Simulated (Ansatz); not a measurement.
# 96-atom supercell of wurtzite BN, part 3 of 3

Ansatz 0.2.0, PAW. Earlier steps stand in the parts before.

### Step 4. r²SCAN single point

The input, in.yaml:

```yaml
crystal:
  lattice:
    - [7.622990, 0.000000, 0.000000]
    - [0.000000, 8.802271, 0.000000]
    - [0.000000, 0.000000, 8.406582]
  atoms:
    - { symbol: B, position: [0.000000, 0.166667, 0.000384] }
    - { symbol: B, position: [0.000000, 0.166667, 0.500384] }
    - { symbol: B, position: [0.333333, 0.166667, 0.000384] }
    - { symbol: B, position: [0.333333, 0.166667, 0.500384] }
    - { symbol: B, position: [0.166667, 0.416667, 0.000384] }
    - { symbol: B, position: [0.166667, 0.416667, 0.500384] }
    - { symbol: B, position: [0.000000, 0.666667, 0.000384] }
    - { symbol: B, position: [0.000000, 0.666667, 0.500384] }
    - { symbol: B, position: [0.666667, 0.166667, 0.000384] }
    - { symbol: B, position: [0.666667, 0.166667, 0.500384] }
    - { symbol: B, position: [0.500000, 0.416667, 0.000384] }
    - { symbol: B, position: [0.500000, 0.416667, 0.500384] }
    - { symbol: B, position: [0.333333, 0.666667, 0.000384] }
    - { symbol: B, position: [0.333333, 0.666667, 0.500384] }
    - { symbol: B, position: [0.166667, 0.916667, 0.000384] }
    - { symbol: B, position: [0.166667, 0.916667, 0.500384] }
    - { symbol: B, position: [0.833333, 0.416667, 0.000384] }
    - { symbol: B, position: [0.833333, 0.416667, 0.500384] }
    - { symbol: B, position: [0.666667, 0.666667, 0.000384] }
    - { symbol: B, position: [0.666667, 0.666667, 0.500384] }
    - { symbol: B, position: [0.500000, 0.916667, 0.000384] }
    - { symbol: B, position: [0.500000, 0.916667, 0.500384] }
    - { symbol: B, position: [0.833333, 0.916667, 0.000384] }
    - { symbol: B, position: [0.833333, 0.916667, 0.500384] }
    - { symbol: B, position: [0.166667, 0.083333, 0.250384] }
    - { symbol: B, position: [0.166667, 0.083333, 0.750384] }
    - { symbol: B, position: [0.000000, 0.333333, 0.250384] }
    - { symbol: B, position: [0.000000, 0.333333, 0.750384] }
    - { symbol: B, position: [0.500000, 0.083333, 0.250384] }
    - { symbol: B, position: [0.500000, 0.083333, 0.750384] }
    - { symbol: B, position: [0.333333, 0.333333, 0.250384] }
    - { symbol: B, position: [0.333333, 0.333333, 0.750384] }
    - { symbol: B, position: [0.166667, 0.583333, 0.250384] }
    - { symbol: B, position: [0.166667, 0.583333, 0.750384] }
    - { symbol: B, position: [0.000000, 0.833333, 0.250384] }
    - { symbol: B, position: [0.000000, 0.833333, 0.750384] }
    - { symbol: B, position: [0.833333, 0.083333, 0.250384] }
    - { symbol: B, position: [0.833333, 0.083333, 0.750384] }
    - { symbol: B, position: [0.666667, 0.333333, 0.250384] }
    - { symbol: B, position: [0.666667, 0.333333, 0.750384] }
    - { symbol: B, position: [0.500000, 0.583333, 0.250384] }
    - { symbol: B, position: [0.500000, 0.583333, 0.750384] }
    - { symbol: B, position: [0.333333, 0.833333, 0.250384] }
    - { symbol: B, position: [0.333333, 0.833333, 0.750384] }
    - { symbol: B, position: [0.833333, 0.583333, 0.250384] }
    - { symbol: B, position: [0.833333, 0.583333, 0.750384] }
    - { symbol: B, position: [0.666667, 0.833333, 0.250384] }
    - { symbol: B, position: [0.666667, 0.833333, 0.750384] }
    - { symbol: N, position: [0.000000, 0.166667, 0.187616] }
    - { symbol: N, position: [0.000000, 0.166667, 0.687616] }
    - { symbol: N, position: [0.333333, 0.166667, 0.187616] }
    - { symbol: N, position: [0.333333, 0.166667, 0.687616] }
    - { symbol: N, position: [0.166667, 0.416667, 0.187616] }
    - { symbol: N, position: [0.166667, 0.416667, 0.687616] }
    - { symbol: N, position: [0.000000, 0.666667, 0.187616] }
    - { symbol: N, position: [0.000000, 0.666667, 0.687616] }
    - { symbol: N, position: [0.666667, 0.166667, 0.187616] }
    - { symbol: N, position: [0.666667, 0.166667, 0.687616] }
    - { symbol: N, position: [0.500000, 0.416667, 0.187616] }
    - { symbol: N, position: [0.500000, 0.416667, 0.687616] }
    - { symbol: N, position: [0.333333, 0.666667, 0.187616] }
    - { symbol: N, position: [0.333333, 0.666667, 0.687616] }
    - { symbol: N, position: [0.166667, 0.916667, 0.187616] }
    - { symbol: N, position: [0.166667, 0.916667, 0.687616] }
    - { symbol: N, position: [0.833333, 0.416667, 0.187616] }
    - { symbol: N, position: [0.833333, 0.416667, 0.687616] }
    - { symbol: N, position: [0.666667, 0.666667, 0.187616] }
    - { symbol: N, position: [0.666667, 0.666667, 0.687616] }
    - { symbol: N, position: [0.500000, 0.916667, 0.187616] }
    - { symbol: N, position: [0.500000, 0.916667, 0.687616] }
    - { symbol: N, position: [0.833333, 0.916667, 0.187616] }
    - { symbol: N, position: [0.833333, 0.916667, 0.687616] }
    - { symbol: N, position: [0.166667, 0.083333, 0.437616] }
    - { symbol: N, position: [0.166667, 0.083333, 0.937616] }
    - { symbol: N, position: [0.000000, 0.333333, 0.437616] }
    - { symbol: N, position: [0.000000, 0.333333, 0.937616] }
    - { symbol: N, position: [0.500000, 0.083333, 0.437616] }
    - { symbol: N, position: [0.500000, 0.083333, 0.937616] }
    - { symbol: N, position: [0.333333, 0.333333, 0.437616] }
    - { symbol: N, position: [0.333333, 0.333333, 0.937616] }
    - { symbol: N, position: [0.166667, 0.583333, 0.437616] }
    - { symbol: N, position: [0.166667, 0.583333, 0.937616] }
    - { symbol: N, position: [0.000000, 0.833333, 0.437616] }
    - { symbol: N, position: [0.000000, 0.833333, 0.937616] }
    - { symbol: N, position: [0.833333, 0.083333, 0.437616] }
    - { symbol: N, position: [0.833333, 0.083333, 0.937616] }
    - { symbol: N, position: [0.666667, 0.333333, 0.437616] }
    - { symbol: N, position: [0.666667, 0.333333, 0.937616] }
    - { symbol: N, position: [0.500000, 0.583333, 0.437616] }
    - { symbol: N, position: [0.500000, 0.583333, 0.937616] }
    - { symbol: N, position: [0.333333, 0.833333, 0.437616] }
    - { symbol: N, position: [0.333333, 0.833333, 0.937616] }
    - { symbol: N, position: [0.833333, 0.583333, 0.437616] }
    - { symbol: N, position: [0.833333, 0.583333, 0.937616] }
    - { symbol: N, position: [0.666667, 0.833333, 0.437616] }
    - { symbol: N, position: [0.666667, 0.833333, 0.937616] }
  symmetry: { detect: false }
kpoints:
  mp_grid: { grid: [1, 1, 1], shift: [0.25, 0.25, 0.25] }
hamiltonian:
  xc: r2scan
scf:
  occupations: { method: fermi_dirac, width: 0.01 }
output:
  forces: true
  eigenvalues: true
  populations: true
  eigenstates: { kpoints: [[0.25, 0.25, 0.25]], e_range: [-6.0, 6.0], localisation: true }
  write_density: true
  write_potential: true
  elf: true
  volumetric_format: npy
```

Run with:

```sh
$ ansatz run in.yaml --threads 8 --pin off --max-ram 17100MiB --runs-dir r --events-out ev --progress --plain
```

What it wrote:

```text
Pseudopotentials: kind: paw
Functional definition: r2SCAN
  parameter k0 = 0.174
  parameter k1 = 0.065
  parameter a1 = 4.9479
  exchange = r2scan_x(k0 = k0, k1 = k1, a1 = a1)
  correlation = r2scan_c
Crystal: 96 atoms, lattice volume = 564.078 Å³
Basis set: ecut = 500 eV, 14321 PW (Γ), exchange–correlation on 240×288×256 points (64 copies of the dense FFT grid, shifted against one another)
Bands: 288, of which v1, the nominal top of the filled ones, is band 192 counted from 1 (191 counted from 0)
Symmetry: 1 space group operations
k-points: 1
Non-local potential: B, projectors of the file, l = 0: 2, l = 1: 2, l = 2: 1
Non-local potential: N, projectors of the file, l = 0: 2, l = 1: 2, l = 2: 1
PAW form: soft (Blöchl's): semilocal exchange-correlation on the pseudo side does not see the compensation charge
PAW frozen core: B, regenerated for the run's functional (the file was generated under x = pbe(κ = 0.804, μ = 0.2195149727645171), c = pbe(β = 0.06672455060314922))
PAW frozen core: N, regenerated for the run's functional (the file was generated under x = pbe(κ = 0.804, μ = 0.2195149727645171), c = pbe(β = 0.06672455060314922))
PAW one-centre angular grid: B, 302 points (default); XC on 160 Gauss nodes
PAW one-centre angular grid: N, 302 points (default); XC on 160 Gauss nodes
Initial density: superposition of atomic densities (neutral atoms: chi_scale 0, normalization atom), corrected by the library's trained network
Initial wavefunctions: pseudopotential atomic-orbital guess
Functional: x = r2scan, c = r2scan; τ floored in thin density (d = 2e-4 eV/Å³)
SCF iter   1: F=—  HF=-26105.936137 eV  |F-HF|=—  |Δ(HF+E_count)|=         —  Δρ=1.04e-2  dr2=3.99e-1  dr2_τ=1.57e1  ethr=1.77e-3  ⟨swp⟩=6.0  Hψ=1262  notcnv=0  defer=32
preconditioner: auto → Resta (q_TF=auto, 2.559 Å⁻¹)  ε∞=3.7  [insulator: Δε(μ)=6.998 eV  Ē_g=18.791 eV  σ=0.010 eV  W_gap=1.00  n_scr=154 (ndim 8)  ℏωp=30.6 eV  f_vac=0.000  D(μ)=0.00/eV (n_scr^D=0)  ε∞_Penn≈3.7]
SCF iter   2: F=—  HF=-26110.496103 eV  |F-HF|=—  |Δ(HF+E_count)|=    4.56e0  Δρ=7.54e-3  dr2=1.77e-1  dr2_τ=4.72e-3  ethr=1.04e-4  ⟨swp⟩=3.0  Hψ=536  notcnv=0  defer=90
[... 3 lines of SCF cycles left out ...]
SCF iter   6: F=—  HF=-26110.493437 eV  |F-HF|=—  |Δ(HF+E_count)|=   4.98e-4  Δρ=2.82e-5  dr2=3.26e-6  dr2_τ=8.99e-8  ethr=1.02e-8  ⟨swp⟩=3.0  Hψ=390  notcnv=0  defer=90
SCF iter   7: F=-26110.493438 eV  HF=-26110.493438 eV  |F-HF|=1.48e-8  |Δ(HF+E_count)|=   6.95e-7  Δρ=3.57e-6  dr2=5.32e-8  dr2_τ=4.81e-9  ethr=2.60e-11  ⟨swp⟩=19.0  Hψ=2531  notcnv=0
SCF 1 converged in 7 iterations: F = -26110.493438 eV  dr2 = 5.32e-8
NSCF: frozen V_eff on 1 k-points
SCF converged after 7 iterations
Free energy (F): -26110.493438 eV
Harris-Foulkes:  -26110.493438 eV  (|F-HF|=1.48e-8)
Internal energy: -26110.493438 eV  (E = F + TS)
E sigma→0 (E₀):  -26110.493438 eV
Fermi energy:    14.421966 eV
--- Per-component energies (eV) ---
  E_band       = 1075.617347
  E_kinetic    = 8942.522192
  E_local      = -8431.573627  (includes V_loc(G=0)·N_el)
  E_nonlocal   = 2684.197106
  E_hartree    = 2397.754457
  E_xc         = -4435.440950
  E_vxc        = -6139.048278  (∫ρ·V_xc dr)
  E_paw        = -10055.611355  (= ΣΔE_a)
  E_vpaw       = -1112.120304  (= ΣTr[D̂ρ^β])
  E_aug_tail   = 0.000972  (compensation charges beyond the density's cutoff)
  E_vtau       = 336.143441  (kinetic-family band-sum trace: ∫τ·v_τ [+ j·A + Jᵃ·Aᵃ] dr)
  E_ewald      = -17210.037912
  E_core_change = -2.304319  (= ΣΔE_core)
  E_smearing   = -0.000000  (= −TS)
  E_closure    = -0.000000  (closes the sum)
  Σ components = -26110.493438   (vs F -26110.493438, Δ=0.00e0)
--- Forces (eV/Å), atoms counted from 1 ---
  atom   1  B      0.01134871     0.00178271    -0.00891097
  atom   2  B      0.01133829     0.00177728    -0.00890792
  atom   3  B      0.01142624     0.00178800    -0.00889602
  atom   4  B      0.01142709     0.00179595    -0.00889496
  atom   5  B      0.01126080     0.00179142    -0.00888979
  atom   6  B      0.01126812     0.00179809    -0.00889889
  atom   7  B      0.01134337     0.00178869    -0.00890645
  atom   8  B      0.01134855     0.00178132    -0.00891293
  atom   9  B      0.01126368     0.00179545    -0.00889596
  atom  10  B      0.01127335     0.00179432    -0.00890138
  atom  11  B      0.01135235     0.00178570    -0.00890906
  atom  12  B      0.01134789     0.00177879    -0.00890453
  atom  13  B      0.01143304     0.00179146    -0.00889098
  atom  14  B      0.01142236     0.00179267    -0.00889935
  atom  15  B      0.01126002     0.00179537    -0.00889154
  atom  16  B      0.01126455     0.00178849    -0.00889969
  atom  17  B      0.01142566     0.00179009    -0.00889658
  atom  18  B      0.01142280     0.00179487    -0.00889860
  atom  19  B      0.01126228     0.00179445    -0.00890260
  atom  20  B      0.01126773     0.00179398    -0.00889561
  atom  21  B      0.01135051     0.00178250    -0.00890821
  atom  22  B      0.01134518     0.00177997    -0.00890470
  atom  23  B      0.01142802     0.00178886    -0.00889944
  atom  24  B      0.01142890     0.00179922    -0.00889549
  atom  25  B     -0.00872440    -0.00122987    -0.00928809
  atom  26  B     -0.00872863    -0.00121707    -0.00927909
  atom  27  B     -0.00864520    -0.00119970    -0.00929437
  atom  28  B     -0.00865113    -0.00120717    -0.00928741
  atom  29  B     -0.00864731    -0.00120403    -0.00929406
  atom  30  B     -0.00864915    -0.00120860    -0.00929036
  atom  31  B     -0.00857677    -0.00122004    -0.00928401
  atom  32  B     -0.00856369    -0.00121809    -0.00928623
  atom  33  B     -0.00872336    -0.00122176    -0.00928554
  atom  34  B     -0.00872638    -0.00121933    -0.00928164
  atom  35  B     -0.00864186    -0.00120237    -0.00929233
  atom  36  B     -0.00865569    -0.00120196    -0.00928665
  atom  37  B     -0.00857421    -0.00122059    -0.00927725
  atom  38  B     -0.00856823    -0.00122623    -0.00928493
  atom  39  B     -0.00872388    -0.00122240    -0.00927858
  atom  40  B     -0.00873119    -0.00121687    -0.00928151
  atom  41  B     -0.00865525    -0.00120104    -0.00929114
  atom  42  B     -0.00864578    -0.00120958    -0.00929018
  atom  43  B     -0.00857656    -0.00122158    -0.00928914
  atom  44  B     -0.00856601    -0.00122052    -0.00928238
  atom  45  B     -0.00856714    -0.00122268    -0.00928102
  atom  46  B     -0.00857375    -0.00122031    -0.00928396
  atom  47  B     -0.00872735    -0.00121809    -0.00928153
  atom  48  B     -0.00872422    -0.00121861    -0.00928461
  atom  49  N      0.00881952     0.00140175     0.00912668
  atom  50  N      0.00881565     0.00140045     0.00913325
  atom  51  N      0.00892298     0.00143592     0.00911184
  atom  52  N      0.00892608     0.00144255     0.00911842
  atom  53  N      0.00871010     0.00143729     0.00911377
  atom  54  N      0.00871361     0.00144273     0.00911627
  atom  55  N      0.00881917     0.00140354     0.00912813
  atom  56  N      0.00881551     0.00140256     0.00913272
  atom  57  N      0.00870987     0.00143859     0.00911802
  atom  58  N      0.00871085     0.00143691     0.00911708
  atom  59  N      0.00881432     0.00140488     0.00912783
  atom  60  N      0.00881878     0.00140007     0.00913250
  atom  61  N      0.00892446     0.00143954     0.00911379
  atom  62  N      0.00892212     0.00144058     0.00911803
  atom  63  N      0.00871040     0.00143993     0.00911329
  atom  64  N      0.00871091     0.00144236     0.00911933
  atom  65  N      0.00892797     0.00143951     0.00911588
  atom  66  N      0.00892023     0.00144087     0.00911824
  atom  67  N      0.00870863     0.00144303     0.00911437
  atom  68  N      0.00871484     0.00143649     0.00911808
  atom  69  N      0.00881956     0.00140544     0.00912614
  atom  70  N      0.00881691     0.00140372     0.00913251
  atom  71  N      0.00892230     0.00144133     0.00911708
  atom  72  N      0.00892466     0.00144174     0.00912072
  atom  73  N     -0.01162268    -0.00201924     0.00907932
  atom  74  N     -0.01162282    -0.00201235     0.00908121
  atom  75  N     -0.01151737    -0.00197467     0.00909268
  atom  76  N     -0.01151573    -0.00197886     0.00909642
  atom  77  N     -0.01151513    -0.00197638     0.00909455
  atom  78  N     -0.01151496    -0.00197911     0.00909447
  atom  79  N     -0.01141029    -0.00201367     0.00908125
  atom  80  N     -0.01140734    -0.00201405     0.00907976
  atom  81  N     -0.01162044    -0.00201426     0.00907828
  atom  82  N     -0.01162238    -0.00201419     0.00908314
  atom  83  N     -0.01150888    -0.00197717     0.00909426
  atom  84  N     -0.01152066    -0.00197771     0.00909734
  atom  85  N     -0.01140758    -0.00201049     0.00908279
  atom  86  N     -0.01140749    -0.00201525     0.00907762
  atom  87  N     -0.01161782    -0.00201414     0.00908149
  atom  88  N     -0.01162237    -0.00201123     0.00907947
  atom  89  N     -0.01151649    -0.00197655     0.00909576
  atom  90  N     -0.01151090    -0.00197683     0.00909549
  atom  91  N     -0.01141312    -0.00201677     0.00908114
  atom  92  N     -0.01140356    -0.00201554     0.00908285
  atom  93  N     -0.01140840    -0.00201486     0.00908049
  atom  94  N     -0.01141196    -0.00201091     0.00907857
  atom  95  N     -0.01162328    -0.00201437     0.00908292
  atom  96  N     -0.01162102    -0.00201640     0.00907862
  max |Σ_I F_I| component: 4.86e-4 eV/Å
--- Band table (eV) ---
  k-point 0: bands = [... 180 lower levels ..., "9.1795", "9.2722", "9.4800", "9.7173", "9.7302", "9.9298", "9.9426", "10.0535", "10.0915", "10.1717", "10.5707", "10.9192", "17.9300", "17.9336", "18.4302", "18.7038", "18.7500", "18.8776", "19.1097", "19.1423", "19.1742", "19.3008", "19.3086", "19.3088", ... 84 higher levels ...]
--- Löwdin populations: 96 sites ---
  site symbol       q [e]
     0      B      2.6359
     1      B      2.6359
     2      B      2.6359
     3      B      2.6359
     4      B      2.6359
     5      B      2.6359
     6      B      2.6359
     7      B      2.6359
     8      B      2.6359
     9      B      2.6359
    10      B      2.6359
    11      B      2.6359
    12      B      2.6359
    13      B      2.6359
    14      B      2.6359
    15      B      2.6359
    16      B      2.6359
    17      B      2.6359
    18      B      2.6359
    19      B      2.6359
    20      B      2.6359
    21      B      2.6359
    22      B      2.6359
    23      B      2.6359
    24      B      2.6359
    25      B      2.6359
    26      B      2.6359
    27      B      2.6359
    28      B      2.6359
    29      B      2.6359
    30      B      2.6359
    31      B      2.6359
    32      B      2.6359
    33      B      2.6359
    34      B      2.6359
    35      B      2.6359
    36      B      2.6359
    37      B      2.6359
    38      B      2.6359
    39      B      2.6359
    40      B      2.6359
    41      B      2.6359
    42      B      2.6359
    43      B      2.6359
    44      B      2.6359
    45      B      2.6359
    46      B      2.6359
    47      B      2.6359
    48      N      5.3326
    49      N      5.3326
    50      N      5.3326
    51      N      5.3326
    52      N      5.3326
    53      N      5.3326
    54      N      5.3326
    55      N      5.3326
    56      N      5.3326
    57      N      5.3326
    58      N      5.3326
    59      N      5.3326
    60      N      5.3326
    61      N      5.3326
    62      N      5.3326
    63      N      5.3326
    64      N      5.3326
    65      N      5.3326
    66      N      5.3326
    67      N      5.3326
    68      N      5.3326
    69      N      5.3326
    70      N      5.3326
    71      N      5.3326
    72      N      5.3326
    73      N      5.3326
    74      N      5.3326
    75      N      5.3326
    76      N      5.3326
    77      N      5.3326
    78      N      5.3326
    79      N      5.3326
    80      N      5.3326
    81      N      5.3326
    82      N      5.3326
    83      N      5.3326
    84      N      5.3326
    85      N      5.3326
    86      N      5.3326
    87      N      5.3326
    88      N      5.3326
    89      N      5.3326
    90      N      5.3326
    91      N      5.3326
    92      N      5.3326
    93      N      5.3326
    94      N      5.3326
    95      N      5.3326
  spilling = 0.003935 (of n_electrons = 384.000000)
```

Wall time 27 s (8 threads of Arm Neoverse-V1, shared host); peak memory 2.5 GiB.

At the single k point (¼, ¼, ¼) the filled levels end at 10.919 eV and the empty ones begin at 17.930 eV, a spacing of 7.01 eV.

The states next to the gap (eigenstates.tsv), from the top filled level:

| level (eV) | spin | filling | atoms sharing it | main element | its share | largest atom |
| --- | --- | --- | --- | --- | --- | --- |
| -0.35 | both | 2.00 | 73.0 | N | 0.78 | – |
| 0.00 | both | 2.00 | 71.3 | N | 0.79 | – |
| 7.01 | both | 0.00 | 94.7 | B | 0.56 | – |
| 7.01 | both | 0.00 | 94.8 | B | 0.56 | – |
| 7.51 | both | 0.00 | 83.0 | B | 0.58 | – |

Density in a lattice plane of the grid's cell (edges 8.80 and 8.41 Å, at 0.000 of the third edge), which holds B and N.

Ten even steps from '0' (0.07 e/Å³) to '9' (3.59 e/Å³):
```
001112489820001112489820
000000269610000000269610
000000124200000000124200
000000112100000000112100
001354210110001354210110
002898421110002898421110
001696200000001696200000
000242100000000242100000
000121100000000121100000
001101245310001101245310
001112489820001112489820
000000269610000000269610
000000124200000000124200
000000112100000000112100
001354210110001354210110
002898421110002898421110
001696200000001696200000
000242100000000242100000
000121100000000121100000
001101245310001101245310
```
Columns run along the first of these edges and rows up along the second, over one cell in 24 and 20 even steps from the bottom left corner. Atoms in the plane (fractional): B at (0.17, 0.00), B at (0.17, 0.50), B at (0.67, 0.00), B at (0.67, 0.50), B at (0.33, 0.25), B at (0.33, 0.75), B at (0.83, 0.25), B at (0.83, 0.75), N at (0.17, 0.19), N at (0.17, 0.69), N at (0.67, 0.19), N at (0.67, 0.69), N at (0.33, 0.44), N at (0.33, 0.94), N at (0.83, 0.44), N at (0.83, 0.94).

ELF in the same plane.

Ten even steps from '0' (0.01) to '9' (0.92):
```
003206960572003206960572
001114775761001114775761
000000489950000000489950
001343344420001343344420
016878930021016878930021
027506960230027506960230
016757741110016757741110
005998400000005998400000
002444334310002444334310
012003987861012003987861
003206960572003206960572
001114775761001114775761
000000489950000000489950
001343344420001343344420
016878930021016878930021
027506960230027506960230
016757741110016757741110
005998400000005998400000
002444334310002444334310
012003987861012003987861
```
Columns run along the first of these edges and rows up along the second, over one cell in 24 and 20 even steps from the bottom left corner. Atoms in the plane (fractional): B at (0.17, 0.00), B at (0.17, 0.50), B at (0.67, 0.00), B at (0.67, 0.50), B at (0.33, 0.25), B at (0.33, 0.75), B at (0.83, 0.25), B at (0.83, 0.75), N at (0.17, 0.19), N at (0.17, 0.69), N at (0.67, 0.19), N at (0.67, 0.69), N at (0.33, 0.44), N at (0.33, 0.94), N at (0.83, 0.44), N at (0.83, 0.94).

Both are smooth fields of the valence electrons: close to the nuclei they are not physical.

Outside the cores ELF peaks at 0.93 on the B–N line, 0.8 Å from B.

### Step 5. What came out

The summary covers parts 1 to 3.

| level | time | top filled to lowest empty (eV) | energy (eV/atom) | pressure (GPa) |
| --- | --- | --- | --- | --- |
| PBEsol | 16 s (8 CPU threads) | 6.22 | -266.9017 | -0.01 |
| HSE06 | 2.5 min (8 CPU threads) | 7.85 | -271.2101 | - |
| r²SCAN | 27 s (8 CPU threads) | 7.01 | -271.9843 | - |

**What this shows.** At the same k points, PBEsol gives a spacing 1.63 eV smaller and r²SCAN gives a spacing 0.84 eV smaller than the 7.85 eV of HSE06. Exact exchange costs time: HSE06 ran about 9.5 times as long as PBEsol on the same kind of device. With one k point the spacing samples only the states that fold onto it, so it can exceed the gap over the zone.
